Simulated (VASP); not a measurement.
# C in VASP: notebook

The runs below take C through relaxation of cell and atoms, with PBE+D3(BJ), r2SCAN+rVV10.

All numbers are computed with VASP 6.6.1; they aren't measurements. Logs are shortened: lines on timing, memory, paths and dates and some standing lists are left out, and cuts for length are marked.

## Step 1: The slab as given

The cell holds a slab with vacuum, 2 atoms: a = 2.470 Å, b = 2.470 Å, c = 18.034 Å, α = 90.00°, β = 90.00°, γ = 120.00°.

The slab is cut from a database's or a generator's crystal, which needn't be the stable form of the element.

## Step 2: Relaxation of cell and atoms, PBE+D3(BJ)

Input file INCAR:

```
SYSTEM = C
ALGO     = Normal         ! electronic algorithm
EDIFF    = 1E-6           ! SCF threshold, eV
EDIFFG   = -0.01          ! ionic threshold
ENCUT    = 600            ! plane-wave cutoff, eV
GGA      = PE             ! functional
IBRION   = 2              ! ionic algorithm
ISIF     = 3              ! what is computed and relaxed
ISMEAR   = 0              ! smearing method
IVDW     = 12             ! dispersion correction
LASPH    = .TRUE.         ! aspherical terms in the spheres
LATTICE_CONSTRAINTS= .TRUE. .TRUE. .FALSE.
LCHARG   = .FALSE.        ! write CHGCAR
LREAL    = .FALSE.        ! projectors in reciprocal space
LWAVE    = .FALSE.        ! write WAVECAR
NELM     = 80             ! most SCF steps
NSW      = 90             ! ionic steps
PREC     = Accurate       ! precision mode
SIGMA    = 0.03           ! smearing width, eV
```

Input file KPOINTS:

```
k-points
0
G
  15 15 1
  0 0 0
```

Input file POSCAR:

```
C
1.0
    2.4700000000      0.0000000000      0.0000000000
   -1.2350000000      2.1390827500      0.0000000000
    0.0000000000      0.0000000000     18.0339500000
C
2
Direct
    0.0000000000      0.0000000000      0.4990587200
    0.6666666700      0.3333333300      0.5009412800
```

Potentials or basis: VASP PAW PBE potentials, release 64 (C).

The run is started by

```bash
$ cat potpaw_PBE.64/C/POTCAR > POTCAR
$ mpirun -np 1 vasp_std > vasp.out
```

OUTCAR:

```text
SYSTEM = C
   EDIFF = 1E-6
   EDIFFG = -0.01
   ENCUT = 600
   GGA = PE
   IBRION = 2
   ISIF = 3
   ISMEAR = 0
   IVDW = 12
   LASPH = .TRUE.
   LREAL = .FALSE.
   NELM = 80
   NSW = 90
   PREC = Accurate
 IVDW          = 12

 ion  position               nearest neighbor table
   1  0.000  0.000  0.499-   2 1.43   2 1.43   2 1.43
   2  0.667  0.333  0.501-   1 1.43   1 1.43   1 1.43

  LATTYP: Found a hexagonal cell.
 ALAT       =     2.4700000000
 C/A-ratio  =     7.3011943320

  Lattice vectors:

 A1 = (   2.4700000000,   0.0000000000,   0.0000000000)
 A2 = (  -1.2350000000,   2.1390827500,   0.0000000000)
 A3 = (   0.0000000000,   0.0000000000,  18.0339500000)

Analysis of symmetry for initial positions (statically):
=====================================================================
 Subroutine PRICEL returns:
 Original cell was already a primitive cell.

 Routine SETGRP: Setting up the symmetry group for a
 hexagonal supercell.

 Subroutine GETGRP returns: Found 12 space group operations
 (whereof  6 operations were pure point group operations)
 out of a pool of 24 trial point group operations.

The static configuration has the point symmetry C_3v.
 The point group associated with its full space group is D_3d.

Analysis of symmetry for dynamics (positions and initial velocities):
=====================================================================
 Subroutine PRICEL returns:
 Original cell was already a primitive cell.

 Routine SETGRP: Setting up the symmetry group for a
 hexagonal supercell.

 Subroutine GETGRP returns: Found 12 space group operations
 (whereof  6 operations were pure point group operations)
 out of a pool of 24 trial point group operations.

The dynamic configuration has the point symmetry C_3v.
 The point group associated with its full space group is D_3d.

 Subroutine INISYM returns: Found 12 space group operations
 (whereof  6 operations are pure point group operations),
 and found     1 'primitive' translations

----------------------------------------------------------------------------------------

                                     Primitive cell

  volume of cell :      95.2830

  direct lattice vectors                    reciprocal lattice vectors
     2.470000000  0.000000000  0.000000000     0.404858300  0.233745048  0.000000000
    -1.235000000  2.139082750  0.000000000     0.000000000  0.467490096  0.000000000
     0.000000000  0.000000000 18.033950000     0.000000000  0.000000000  0.055450969

  length of vectors
     2.470000000  2.470000002 18.033950000     0.467490096  0.467490096  0.055450969

  position of ions in fractional coordinates (direct lattice)
     0.000000000  0.000000000  0.499058720
     0.666666670  0.333333330  0.500941280

  ion indices of the primitive-cell ions
   primitive index   ion index
                 1           1
                 2           2

----------------------------------------------------------------------------------------

 KPOINTS: k-points

Automatic generation of k-mesh.
 Grid dimensions read from file:
 generate k-points for:   15   15    1

 Generating k-lattice:

  Cartesian coordinates                     Fractional coordinates (reciprocal lattice)
     0.026990553  0.015583003  0.000000000     0.066666667  0.000000000  0.000000000
     0.000000000  0.031166006  0.000000000     0.000000000  0.066666667  0.000000000
     0.000000000  0.000000000  0.055450969     0.000000000  0.000000000  1.000000000

  Length of vectors
     0.031166006  0.031166006  0.055450969

  Shift w.r.t. Gamma in fractional coordinates (k-lattice)
     0.000000000  0.000000000  0.000000000

 Subroutine IBZKPT returns following result:
 ===========================================

 Found     27 irreducible k-points:

 Following reciprocal coordinates:
            Coordinates               Weight
  0.000000  0.000000  0.000000      1.000000
  0.066667  0.000000  0.000000      6.000000
  0.133333  0.000000  0.000000      6.000000
  0.200000 -0.000000  0.000000      6.000000
  0.266667  0.000000  0.000000      6.000000
  0.333333 -0.000000  0.000000      6.000000
[... 16 lines left out ...]
  0.333333  0.200000  0.000000     12.000000
  0.400000  0.200000  0.000000      6.000000
 [... further k-points ...]
   k-points           NKPTS =     27   k-points in BZ     NKDIM =     27   number of bands    NBANDS=      8
   number of dos      NEDOS =    301   number of ions     NIONS =      2
   total plane-waves  NPLWV =  57600
   dimension x,y,z NGX =    20 NGY =   20 NGZ =  144
   dimension x,y,z NGXF=    40 NGYF=   40 NGZF=  288
   ions per type =               2
   NGX,Y,Z   is equivalent  to a cutoff of  13.46, 13.46, 13.27 a.u.
   NGXF,Y,Z  is equivalent  to a cutoff of  26.92, 26.92, 26.55 a.u.
 SYSTEM =  C
   PREC   = accura    normal or accurate (medium, high low for compatibility)
   ISTART =      0    job   : 0-new  1-cont  2-samecut
   ICHARG =      2    charge: 1-file 2-atom 10-const
   ISPIN  =      1    spin polarized calculation?
   LNONCOLLINEAR =      F non collinear calculations
   LSORBIT =      F    spin-orbit coupling
   LASPH  =      T    aspherical Exc in radial PAW
   ENCUT  =  600.0 eV  44.10 Ry    6.64 a.u.   4.93  4.93 36.02*2*pi/ulx,y,z
   NELM   =     80;   NELMIN=  2; NELMDL= -5     # of ELM steps
   EDIFF  = 0.1E-05   stopping-criterion for ELM
   LREAL  =      F    real-space projection
   EDIFFG = -.1E-01   stopping-criterion for IOM
   NSW    =     90    number of steps for IOM
   IBRION =      2    ionic relax: 0-MD 1-quasi-New 2-CG
   NFREE  =      1    steps in history (QN), initial steepest desc. (CG)
   ISIF   =      3    stress and relaxation
   ISYM   =      2    0-nonsym 1-usesym 2-fastsym
   POTIM  = 0.5000    time-step for ionic-motion
   TEBEG  =    0.0;   TEEND  =   0.0 temperature during run
   PSTRESS=    0.0 pullay stress
   NELECT =       8.0000    total number of electrons
   NUPDOWN=      -1.0000    fix difference up-down
   EMIN   =  10.00;   EMAX   =-10.00  energy-range for DOS
   EFERMI =   0.00;   METHOD = LEGACY
   ISMEAR =     0;   SIGMA  =   0.03  broadening in eV -4-tet -1-fermi 0-gaus
   EFERMI_NEDOS =   21; number of points for ismear=-14 and -15
   IALGO  =     38    algorithm
   IMIX   =      4    mixing-type and parameters
     AMIX     =   0.40;   BMIX     =  1.00
     AMIX_MAG =   1.60;   BMIX_MAG =  1.00
  volume/ion in A,a.u.               =      47.64       321.50
  Fermi-wavevector in a.u.,A,eV,Ry     =   0.716858  1.354665  6.991832  0.513885
  Thomas-Fermi vector in A             =   1.805387
   LORBIT       =      0    0 simple, 1 ext, 2 COOP (PROOUT), +10 PAW based schemes
   GGA     = PE    functional components
   LHFCALC =     F    Hartree Fock is set to
   AEXX    =    0.0000 exact exchange contribution
   IVDW    =    12    specifies the selected vdW correction
   LEPSILON=     F    determine dielectric tensor
   LRPA    =     F    only Hartree local field effects (RPA)
 conjugate gradient relaxation of ions
 non-spin polarized calculation
 Gauss-broadening in eV      SIGMA  =   0.03
  energy-cutoff  :      600.00
  volume of cell :       95.28
 maximum number of plane-waves:      3237
 NGX is ok and might be reduce to    20
   NGX =  9   NGY =  9   NGZ = 73

--------------------------------------- Ionic step        1  -------------------------------------------

 number of electron       8.0000000 magnetization

 Free energy of the ion-electron system (eV)
  ---------------------------------------------------
  ext. energy  EPLUGINS =         0.00000000
  ---------------------------------------------------
  free energy    TOTEN  =       -18.44337125 eV

  energy without entropy =      -18.44307035  energy(sigma->0) =      -18.44322080

------------------------ aborting loop because EDIFF is reached ----------------------------------------

 Edisp (eV)   -0.17712

 E8    (eV) :    -0.0554

  FORCE on cell =-STRESS in cart. coord.  units (eV):
  Direction    XX          YY          ZZ          XY          YZ          ZX
  --------------------------------------------------------------------------------------
  -------------------------------------------------------------------------------------
  Total      -0.22245    -0.22245    -0.05744     0.00000     0.00000    -0.00000
  in kB      -3.74055    -3.74055    -0.96590     0.00000     0.00000    -0.00000
  external pressure =       -2.82 kB  Pullay stress =        0.00 kB
[... 141 lines left out ...]
  energy  without entropy=      -18.6289069578  energy(sigma->0) =      -18.62905741

--------------------------------------- Ionic step        5  -------------------------------------------

 number of electron       8.0000001 magnetization

 Free energy of the ion-electron system (eV)
  ---------------------------------------------------
  ext. energy  EPLUGINS =         0.00000000
  ---------------------------------------------------
  free energy    TOTEN  =       -18.45322888 eV

  energy without entropy =      -18.45292798  energy(sigma->0) =      -18.45307843

 E-fermi :  -2.5885     XC(G=0):  -2.4381

 val. band max:       -2.5885204564   @ k =   0.3333   0.3333   0.0000
 cond. band min:      -2.5885201798   @ k =   0.3333   0.3333   0.0000
 fundamental gap:      0.0000002766
 Fermi energy:        -2.5885203181

 k-point     1 :       0.0000    0.0000    0.0000
  band No.  band energies     occupation
      1     -22.1107      2.00000
      2     -10.2049      2.00000
      3      -5.6356      2.00000
      4      -5.6356      2.00000
      5       0.6421      0.00000
      6       1.4217      0.00000
      7       1.9092      0.00000
      8       3.0575      0.00000
[... 243 lines left out ...]
 k-point    24 :       0.4000    0.2000    0.0000
  band No.  band energies     occupation
      1     -16.2640      2.00000
      2     -15.2744      2.00000
      3     -11.4358      2.00000
      4      -4.0896      2.00000
      5      -1.2901      0.00000
      6       8.2156      0.00000
      7       8.7325      0.00000
      8       9.2995      0.00000

 [... further k-points ...]

------------------------ aborting loop because EDIFF is reached ----------------------------------------

 Edisp (eV)   -0.17727

 E8    (eV) :    -0.0554

  FORCE on cell =-STRESS in cart. coord.  units (eV):
  Direction    XX          YY          ZZ          XY          YZ          ZX
  --------------------------------------------------------------------------------------
  -------------------------------------------------------------------------------------
  Total       0.00061     0.00061    -0.03036     0.00000     0.00000    -0.00000
  in kB       0.01027     0.01027    -0.51215     0.00000     0.00000    -0.00000
  external pressure =       -0.16 kB  Pullay stress =        0.00 kB
[... 17 lines left out ...]
  FREE ENERGIE OF THE ION-ELECTRON SYSTEM (eV)
  ---------------------------------------------------
  free  energy   TOTEN  =       -18.6304991245 eV

  energy  without entropy=      -18.6301982234  energy(sigma->0) =      -18.63034867

 reached required accuracy - stopping structural energy minimisation
```

Wall time 52 s (1 thread of Intel Xeon Platinum 8559C (Emerald Rapids), shared host); peak memory 0.23 GiB.

What came out:

```yaml
Free_energy: -18.6305 eV
Relaxed_volume: 47.49 Å³/atom
Relaxed_cell: a = 2.466 Å, b = 2.466 Å, c = 18.034 Å, α = 90.00°, β = 90.00°, γ = 120.00°
Space_group_after_relaxing_to_0.05_Å: P6/mmm (No. 191)
Energy_gained_by_relaxing: 5.0 meV/atom
Ionic_steps: 5
Band_gap_on_the_k_mesh: none (metal or under the smearing width)
Dispersion_energy_per_atom: -0.089 eV
```

The path:
| step | energy change (eV) | largest force (eV/Å) | pressure (GPa) | volume (Å³) |
| --- | --- | --- | --- | --- |
| 1 | 0.0000 | 0.5693 | -0.28 | 95.28 |
| 2 | -0.0043 | 0.3503 | 0.59 | 94.26 |
| 3 | -0.0097 | 0.0407 | 0.22 | 94.70 |
| 4 | -0.0087 | 0.0785 | -0.46 | 95.52 |
| 5 | -0.0100 | 0.0003 | -0.02 | 94.98 |

Final structure:
```
C
1.0
     2.46607    0.00000    0.00000
    -1.23304    2.13568    0.00000
     0.00000    0.00000   18.03395
C
2
Direct
  0.00000 0.00000 0.50000
  0.66667 0.33333 0.50000
```

## Step 3: Relaxation of cell and atoms, PBE+D3(BJ)

This run uses another cell than the first one, of 47.49 Å³/atom, 0.997 times its volume.

Edit INCAR of step 2 so:

```diff
@@ -2,4 +2,4 @@
 ALGO     = Normal         ! electronic algorithm
-EDIFF    = 1E-6           ! SCF threshold, eV
-EDIFFG   = -0.01          ! ionic threshold
+EDIFF    = 1E-7           ! SCF threshold, eV
+EDIFFG   = -0.005         ! ionic threshold
 ENCUT    = 600            ! plane-wave cutoff, eV
```

KPOINTS is that of step 2.

Input file POSCAR:

```
C                                       
1.0
    2.4660722287      0.0000000000      0.0000000000
   -1.2330361144      2.1356812003      0.0000000000
    0.0000000000      0.0000000000     18.0339500000
  C             
     2
Direct
     0.0000000000000000    0.0000000000000000    0.5000006526678653
     0.6666666699999979    0.3333333300000021    0.4999993473321347
```

Potentials or basis: VASP PAW PBE potentials, release 64 (C).

The run is started by

```bash
$ cat potpaw_PBE.64/C/POTCAR > POTCAR
$ mpirun -np 1 vasp_std > vasp.out
```

OUTCAR:

```text
SYSTEM = C
   EDIFF = 1E-7
   EDIFFG = -0.005
   ENCUT = 600
   GGA = PE
   IBRION = 2
   ISIF = 3
   ISMEAR = 0
   IVDW = 12
   LASPH = .TRUE.
   LREAL = .FALSE.
   NELM = 80
   NSW = 90
   PREC = Accurate
 IVDW          = 12

 ion  position               nearest neighbor table
   1  0.000  0.000  0.500-   2 1.42   2 1.42   2 1.42
   2  0.667  0.333  0.500-   1 1.42   1 1.42   1 1.42

  LATTYP: Found a hexagonal cell.
 ALAT       =     2.4660722287
 C/A-ratio  =     7.3128231161

  Lattice vectors:

 A1 = (   2.4660722287,   0.0000000000,   0.0000000000)
 A2 = (  -1.2330361144,   2.1356812003,   0.0000000000)
 A3 = (   0.0000000000,   0.0000000000,  18.0339500000)

Analysis of symmetry for initial positions (statically):
=====================================================================
 Subroutine PRICEL returns:
 Original cell was already a primitive cell.

 Routine SETGRP: Setting up the symmetry group for a
 hexagonal supercell.

 Subroutine GETGRP returns: Found 24 space group operations
 (whereof 12 operations were pure point group operations)
 out of a pool of 24 trial point group operations.

[... 173 lines left out ...]

 k-point     1 :       0.0000    0.0000    0.0000
  band No.  band energies     occupation
      1     -22.1020      2.00000
      2     -10.1968      2.00000
      3      -5.6269      2.00000
      4      -5.6269      2.00000
      5       0.6812      0.00000
      6       1.5029      0.00000
      7       1.9195      0.00000
      8       3.1027      0.00000
[... 243 lines left out ...]
 k-point    24 :       0.4000    0.2000    0.0000
  band No.  band energies     occupation
      1     -16.2553      2.00000
      2     -15.2657      2.00000
      3     -11.4270      2.00000
      4      -4.0813      2.00000
      5      -1.2819      0.00000
      6       8.2241      0.00000
      7       8.7450      0.00000
      8       9.3225      0.00000

 [... further k-points ...]

------------------------ aborting loop because EDIFF is reached ----------------------------------------

 Edisp (eV)   -0.17727

 E8    (eV) :    -0.0554

  FORCE on cell =-STRESS in cart. coord.  units (eV):
  Direction    XX          YY          ZZ          XY          YZ          ZX
  --------------------------------------------------------------------------------------
  -------------------------------------------------------------------------------------
  Total       0.00206     0.00206    -0.03830    -0.00000     0.00000     0.00000
  in kB       0.03471     0.03471    -0.64610    -0.00000     0.00000     0.00000
  external pressure =       -0.19 kB  Pullay stress =        0.00 kB

 VOLUME and BASIS-vectors are now :
 -----------------------------------------------------------------------------
  energy-cutoff  :      600.00
  volume of cell :       94.98
      direct lattice vectors                 reciprocal lattice vectors
     2.466072229  0.000000000  0.000000000     0.405503127  0.234117339  0.000000000
    -1.233036114  2.135681200  0.000000000     0.000000000  0.468234678  0.000000000
     0.000000000  0.000000000 18.033950000     0.000000000  0.000000000  0.055450969

 POSITION                                       TOTAL-FORCE (eV/Angst)
 -----------------------------------------------------------------------------------
      0.00000      0.00000      9.01699         0.000000      0.000000      0.000000
      1.23304      0.71189      9.01696         0.000000     -0.000000      0.000000
 -----------------------------------------------------------------------------------
    total drift:                               -0.000004      0.000002      0.000000

  FREE ENERGIE OF THE ION-ELECTRON SYSTEM (eV)
  ---------------------------------------------------
  free  energy   TOTEN  =       -18.6303053180 eV

  energy  without entropy=      -18.6300044169  energy(sigma->0) =      -18.63015487

 reached required accuracy - stopping structural energy minimisation
```

OSZICAR:

```text
N       E                     dE             d eps       ncg     rms          rms(c)
DAV:   1     0.601169209473E+02    0.60117E+02   -0.36305E+03   432   0.809E+02
DAV:   2    -0.154431386618E+02   -0.75560E+02   -0.62411E+02   672   0.137E+02
DAV:   3    -0.196879885690E+02   -0.42448E+01   -0.42446E+01   640   0.511E+01
[... 12 lines left out ...]
DAV:  16    -0.184530224117E+02   -0.14242E-04   -0.29699E-07   592   0.378E-03    0.151E-03
DAV:  17    -0.184530324392E+02   -0.10027E-04   -0.16788E-07   472   0.234E-03    0.615E-04
DAV:  18    -0.184530347671E+02   -0.23279E-05   -0.40696E-08   544   0.812E-04    0.919E-05
DAV:  19    -0.184530350135E+02   -0.24642E-06   -0.29223E-09   552   0.235E-04    0.493E-05
DAV:  20    -0.184530350760E+02   -0.62498E-07   -0.82355E-10   528   0.129E-04
   1 F= -.18630305E+02 E0= -.18630155E+02  d E =-.186303E+02
```

CONTCAR:

```text
C
   1.00000000000000
     2.4660722286999999    0.0000000000000000    0.0000000000000000
    -1.2330361143999999    2.1356812003000001    0.0000000000000000
     0.0000000000000000    0.0000000000000000   18.0339500000000008
  C
     2
Direct
     0.0000000000000000    0.0000000000000000    0.5000006526678646
     0.6666666699999979    0.3333333300000021    0.4999993473321354

  0.00000000E+00  0.00000000E+00  0.00000000E+00
  0.00000000E+00  0.00000000E+00  0.00000000E+00
```

Run time: 25 s. Hardware: 1 thread of Intel Xeon Platinum 8559C (Emerald Rapids), shared host; peak memory 0.22 GiB.

Results:

| Property | Result |
| --- | --- |
| Free energy | -18.6303 eV |
| Band gap on the k mesh | none (metal or under the smearing width) |
| Dispersion energy per atom | -0.089 eV |

Final structure:
```
CELL_PARAMETERS angstrom
2.46607 0.00000 0.00000
-1.23304 2.13568 0.00000
0.00000 0.00000 18.03395
ATOMIC_POSITIONS crystal
C 0.00000 0.00000 0.50000
C 0.66667 0.33333 0.50000
```

Caveat: the relaxation stopped at its first step, so nothing moved.

(Continued in part 2 of 2.)
